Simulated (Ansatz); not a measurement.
**Ba: course of a relaxation**

All numbers below come from DFT PBE, scalar-relativistic, plane waves, PAW in Ansatz. Run with 420 eV cutoff, 12×12×4 k-mesh, Gaussian smearing of 0.10 eV, no spin polarisation.

What was changed in Cs: Cs → Ba on all its sites, cell and atoms relaxed.

Command:

```bash
ansatz run input.yaml --threads 1 --pin off --max-ram 2560MiB --backend cpu --events-out ev --progress --plain --runs-dir out
```

Input:

```yaml
crystal:
  lattice:
    - [4.9813630598, 0.0, 0.0]
    - [-2.4906815299, 4.3139869553, 0.0]
    - [0.0, 0.0, 16.4972456806]
  atoms:
    - { symbol: Ba, position: [0.0, 0.0, 0.0] }
    - { symbol: Ba, position: [0.3333333333, 0.6666666667, 0.25] }
    - { symbol: Ba, position: [0.0, 0.0, 0.5] }
    - { symbol: Ba, position: [0.6666666667, 0.3333333333, 0.75] }
basis:
  ecutwfc: 420
kpoints:
  mp_grid: { grid: [12, 12, 4] }
hamiltonian:
  xc: pbe
scf:
  occupations: { method: gaussian, width: 0.1 }
output:
  forces: true
  stress: true
  eigenvalues: true
relax:
  adjacent_minimum: "off"
  f_tol: 0.01
  max_steps: 60
  cell: { stress_tol: 0.1 }
```

F is the free energy. Steps run on the plane waves of an earlier cell, but the last one, and at times one on the way, on a freshly chosen basis, so a repeated geometry can differ a little in energy.

Steps:

```tsv
step	F − F(1) (eV)	largest force component (eV/Å)	V (Å³/atom)	P (GPa)
1	0.0000	0.000	88.630	-1.67
2	-0.2176	0.000	83.122	-1.48
3	-0.5459	0.000	72.084	-0.82
4	-0.6290	0.000	62.123	0.26
5	-0.6351	0.000	64.262	-0.02
6	-0.6344	0.000	64.262	-0.03
```

Relaxed structure:

```xyz
4
Lattice="4.4959 0.0000 0.0000 -2.2479 3.8935 0.0000 0.0000 0.0000 14.6845" Properties=species:S:1:pos:R:3 pbc="T T T"
Ba    0.0000    0.0000    0.0000
Ba    0.0000    2.5957    3.6711
Ba    0.0000    0.0000    7.3423
Ba    2.2479    1.2978   11.0134
```

It takes space group P6_3/mmc (No. 194, hexagonal). Conventional cell: a = 4.496 Å, b = 4.496 Å, c = 14.685 Å, α = 90.00°, β = 90.00°, γ = 120.00°. Ba (site symmetry -3m) is surrounded by 12 Ba at 4.50 Å. Around Ba (site symmetry -6m2) lie 12 Ba at 4.50 Å.

The run converged. The run took 3.3 min on 1 thread of Arm Neoverse V2 (shared host), peak memory 0.78 GiB.